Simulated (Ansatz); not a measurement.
hcp against bcc along group 11 and 12

Level of theory: Ansatz, DFT, PBE, plane waves (420 eV) with PAW, scalar-relativistic.

Each structure is relaxed within its symmetry, in the lowest magnetic state of the tried starts. Differences under about 8 meV lie within the error of the k-point mesh. Some of these cells lie far above the measured volume under this functional.

| element | E(hcp) − E(bcc) (meV/atom) | V(hcp) (Å³/atom) | V(bcc) (Å³/atom) | state of hcp | state of bcc |
| --- | --- | --- | --- | --- | --- |
| Cu | -27 | 11.98 | 12.00 | spin not included | spin not included |
| Ag | -30 | 17.91 | 18.02 | spin not included | spin not included |
| Au | -12 | 17.98 | 18.01 | spin not included | spin not included |
| Zn | -85 | 15.15 | 15.35 | spin not included | spin not included |
| Cd | -56 | 23.11 | 23.36 | spin not included | spin not included |
| Hg | -5 | 31.22 | 29.07 | spin not included | spin not included |
